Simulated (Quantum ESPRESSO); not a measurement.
# PbS (R3m) in Quantum ESPRESSO: equation of state, part 2 of 2

Quantum ESPRESSO 7.5. The steps go on from the part before.

## Step 6: Single point, PBE, 27.22 Å³/atom

Contents of pw.in:

```
&CONTROL
  calculation = 'scf'
  prefix = 'pwscf'
  outdir = './tmp'
  pseudo_dir = './pseudo'
  tprnfor = .true.
  tstress = .true.
  disk_io = 'nowf'
/
&SYSTEM
  ibrav = 0
  nat = 2
  ntyp = 2
  ecutwfc = 55
  ecutrho = 440
  nbnd = 16
  occupations = 'smearing'
  smearing = 'fd'
  degauss = 0.00367493
/
&ELECTRONS
  conv_thr = 4d-10
  electron_maxstep = 120
  mixing_beta = 0.5
/
ATOMIC_SPECIES
Pb   207.2000 Pb.pbe-dn-kjpaw_psl.0.2.2.UPF
S     32.0600 s_pbe_v1.4.uspp.F.UPF
CELL_PARAMETERS angstrom
   2.1266532507    1.2278238267    3.4747772906
  -2.1266532507    1.2278238267    3.4747772906
   0.0000000000   -2.4556476535    3.4747772906
ATOMIC_POSITIONS crystal
Pb     0.9805657800    0.9805657800    0.9805657800
S      0.4750355500    0.4750355500    0.4750355500
K_POINTS automatic
8 8 8 0 0 0
```

Potentials or basis: SSSP 1.3 efficiency PBE.

Launch:

```sh
OMP_NUM_THREADS=1 pw.x -in pw.in > pw.out
```

pw.out:

```text
This program is part of the open-source Quantum ESPRESSO suite
     for quantum simulation of materials; please cite
         "P. Giannozzi et al., J. Phys.:Condens. Matter 21 395502 (2009);
         "P. Giannozzi et al., J. Phys.:Condens. Matter 29 465901 (2017);
         "P. Giannozzi et al., J. Chem. Phys. 152 154105 (2020);
     in publications or presentations arising from this work. More details at

     file Pb.pbe-dn-kjpaw_psl.0.2.2.UPF: wavefunction(s)  6S renormalized
     Message from routine setup:
     using ibrav=0 with symmetry is DISCOURAGED, use correct ibrav instead

     G-vector sticks info
     --------------------
     sticks:   dense  smooth     PW     G-vecs:    dense   smooth      PW
     Sum        1945     967    301                57121    20179    3479

     Using Slab Decomposition

     bravais-lattice index     =            0
     lattice parameter (alat)  =       8.0406  a.u.
     unit-cell volume          =     367.3733 (a.u.)^3
     number of atoms/cell      =            2
     number of atomic types    =            2
     number of electrons       =        20.00
     number of Kohn-Sham states=           16
     kinetic-energy cutoff     =      55.0000  Ry
     charge density cutoff     =     440.0000  Ry
     scf convergence threshold =      4.0E-10
     mixing beta               =       0.5000
     number of iterations used =            8  plain     mixing
     Exchange-correlation=  SLA  PW   PBX  PBC
                           (   1   4   3   4   0   0   0)

     celldm(1)=   8.040620  celldm(2)=   0.000000  celldm(3)=   0.000000
     celldm(4)=   0.000000  celldm(5)=   0.000000  celldm(6)=   0.000000

     crystal axes: (cart. coord. in units of alat)
               a(1) = (   0.499811   0.288566   0.816651 )
               a(2) = (  -0.499811   0.288566   0.816651 )
               a(3) = (   0.000000  -0.577132   0.816651 )

     reciprocal axes: (cart. coord. in units 2 pi/alat)
               b(1) = (  1.000378  0.577568  0.408171 )
               b(2) = ( -1.000378  0.577568  0.408171 )
               b(3) = (  0.000000 -1.155137  0.408171 )

     PseudoPot. # 1 for Pb read from file:
     Pb.pbe-dn-kjpaw_psl.0.2.2.UPF
     Pseudo is Projector augmented-wave + core cor, Zval = 14.0
     Generated using "atomic" code by A. Dal Corso  v.5.0.99 svn rev. 10869
     Shape of augmentation charge: PSQ
     Using radial grid of 1281 points,  6 beta functions with:
                l(1) =   0
[... 29 lines left out ...]
     site n.     atom                  positions (alat units)
         1        Pb     tau(   1) = (  -0.0000000  -0.0000000   2.4023391  )
         2        S      tau(   2) = (   0.0000000  -0.0000000   1.1638143  )

     number of k points=    65  Fermi-Dirac smearing, width (Ry)=  0.0037
                       cart. coord. in units 2pi/alat
        k(    1) = (   0.0000000   0.0000000   0.0000000), wk =   0.0039062
        k(    2) = (   0.0000000  -0.1443921   0.0510214), wk =   0.0234375
        k(    3) = (   0.0000000  -0.2887842   0.1020428), wk =   0.0234375
        k(    4) = (   0.0000000  -0.4331762   0.1530642), wk =   0.0234375
        k(    5) = (   0.0000000   0.5775683  -0.2040856), wk =   0.0117188
        k(    6) = (  -0.1250472  -0.0721960   0.1020428), wk =   0.0234375
[... 57 lines left out ...]
        k(   64) = (   0.8753304   0.3609802  -0.2040856), wk =   0.0234375
        k(   65) = (   0.0000000   0.0000000  -0.6122569), wk =   0.0039062

     Dense  grid:    57121 G-vectors     FFT dimensions: (  54,  54,  54)

     Smooth grid:    20179 G-vectors     FFT dimensions: (  40,  40,  40)

     Initial potential from superposition of free atoms

     starting charge      19.9976, renormalised to      20.0000
     Starting wfcs are   13 randomized atomic wfcs +    3 random wfcs

     Self-consistent Calculation

     iteration #  1     ecut=    55.00 Ry     beta= 0.50
     Davidson diagonalization with overlap
     ethr =  1.00E-02,  avg # of iterations =  6.0

     Threshold (ethr) on eigenvalues was too large:
     Diagonalizing with lowered threshold

     Davidson diagonalization with overlap
     ethr =  7.40E-04,  avg # of iterations =  2.4

     total energy              =    -894.68257951 Ry
     estimated scf accuracy    <       0.14491810 Ry
[... 52 lines left out ...]
     iteration #  8     ecut=    55.00 Ry     beta= 0.50
     Davidson diagonalization with overlap
     ethr =  1.50E-10,  avg # of iterations =  3.4

     End of self-consistent calculation

          k = 0.0000 0.0000 0.0000 (  2637 PWs)   bands (ev):

    -8.8116  -8.8113  -8.8113  -8.7936  -8.7936  -5.2723   1.8377   5.9969
     5.9969   6.0009  13.0059  13.0300  13.0300  14.7788  14.7788  14.7966
[... 203 lines left out ...]
    -8.8773  -8.8089  -8.7925  -8.7810  -8.7635  -3.7984   0.0656   3.8678
     4.4981   6.5478  10.5425  12.2272  12.6526  14.9077  17.1987  19.5502

          k = 0.6252-0.0722-0.2041 (  2526 PWs)   bands (ev):

    -8.8493  -8.8092  -8.7962  -8.7857  -8.7685  -3.9370  -0.3240   4.7660
     5.1812   7.0338   9.5874  11.3488  11.9420  15.9666  16.5105  18.8757

          k = 0.5002 0.2888-0.2551 (  2522 PWs)   bands (ev):
[... 106 lines left out ...]
    -8.8224  -8.8224  -8.8080  -8.7687  -8.7687  -4.1376  -0.6517   6.3459
     6.3459   7.8770   8.4613  10.0085  10.0085  16.5557  18.1716  18.4609

     the Fermi energy is     8.1693 ev

!    total energy              =    -894.73405275 Ry
     estimated scf accuracy    <          3.8E-10 Ry
     smearing contrib. (-TS)   =      -0.00000325 Ry
     internal energy E=F+TS    =    -894.73404950 Ry

     The total energy is F=E-TS. E is the sum of the following terms:
     one-electron contribution =     -36.35245755 Ry
     hartree contribution      =      32.46743024 Ry
     xc contribution           =     -52.75776492 Ry
     ewald contribution        =    -109.65195641 Ry
     one-center paw contrib.   =    -728.43930087 Ry

     convergence has been achieved in   8 iterations

     Forces acting on atoms (cartesian axes, Ry/au):

     atom    1 type  1   force =    -0.00000000   -0.00000000   -0.00039896
     atom    2 type  2   force =     0.00000000    0.00000000    0.00039896

     Total force =     0.000564     Total SCF correction =     0.000012

     Computing stress (Cartesian axis) and pressure

          total   stress  (Ry/bohr**3)                   (kbar)     P=       -2.16
  -0.00001512  -0.00000000   0.00000000           -2.22       -0.00        0.00
   0.00000000  -0.00001512  -0.00000000            0.00       -2.22       -0.00
  -0.00000000  -0.00000000  -0.00001386           -0.00       -0.00       -2.04

=------------------------------------------------------------------------------=
   JOB DONE.
=------------------------------------------------------------------------------=
```

Run time: 57 s. Hardware: 1 thread of Arm Neoverse V1, shared host; peak memory 0.27 GiB.

What came out:

- Free energy: -12173.4769 eV
- Pressure: -0.2 GPa
- Largest force: 0.010 eV/Å
- Band gap on the k mesh: 0.53 eV, direct

Caveat: spin-orbit coupling is left out, which as a rule narrows the gap of such compounds by several tenths of an eV.

## Step 7: Single point, PBE, 27.75 Å³/atom

Edit pw.in of step 6 so:

```diff
@@ -29,5 +29,5 @@
 CELL_PARAMETERS angstrom
-   2.1266532507    1.2278238267    3.4747772906
-  -2.1266532507    1.2278238267    3.4747772906
-   0.0000000000   -2.4556476535    3.4747772906
+   2.1404630743    1.2357969321    3.4973414117
+  -2.1404630743    1.2357969321    3.4973414117
+   0.0000000000   -2.4715938643    3.4973414117
 ATOMIC_POSITIONS crystal
```

Launch:

```sh
OMP_NUM_THREADS=1 pw.x -in pw.in > pw.out
```

It took 77 s on 1 thread of Arm Neoverse V1, shared host; peak memory 0.27 GiB.

The run converged. Its results:

- Free energy: -12173.4728 eV
- Pressure: -1.2 GPa
- Band gap on the k mesh: 0.59 eV, direct

Caveat: spin-orbit coupling is left out, which as a rule narrows the gap of such compounds by several tenths of an eV.

## Step 8: Single point, PBE, 28.29 Å³/atom

Edit pw.in of step 7 so:

```diff
@@ -29,5 +29,5 @@
 CELL_PARAMETERS angstrom
-   2.1404630743    1.2357969321    3.4973414117
-  -2.1404630743    1.2357969321    3.4973414117
-   0.0000000000   -2.4715938643    3.4973414117
+   2.1540969647    1.2436684624    3.5196180723
+  -2.1540969647    1.2436684624    3.5196180723
+   0.0000000000   -2.4873369248    3.5196180723
 ATOMIC_POSITIONS crystal
```

Launch:

```sh
OMP_NUM_THREADS=1 pw.x -in pw.in > pw.out
```

It took 89 s on 1 thread of Arm Neoverse V1, shared host; peak memory 0.28 GiB.

It converged, with:

```
Free energy            : -12173.4625 eV
Pressure               : -2.1 GPa
Largest force          : 0.010 eV/Å
Band gap on the k mesh : 0.64 eV, direct
```

Caveat: spin-orbit coupling is left out, which as a rule narrows the gap of such compounds by several tenths of an eV.

## Step 9: Equation of state, PBE

Potentials or basis: SSSP 1.3 efficiency PBE.

No new run: the results of the series are fitted here.

What came out:

```yaml
Equilibrium_volume: 27.15 Å³/atom
Bulk_modulus_at_fixed_shape_and_positions: 53 GPa
Pressure_derivative_of_the_bulk_modulus: 4.3
```

Energy against volume, from the lowest point:
```tsv
volume (Å³/atom)	energy (meV/atom)
25.085	29.77
25.618	15.78
26.152	6.46
26.686	1.33
27.220	0.00
27.753	2.07
28.287	7.21
```

Caveat: the cell was scaled at fixed shape and fractional positions, which overstates the stiffness of a crystal with free parameters, most of all of layers and chains.
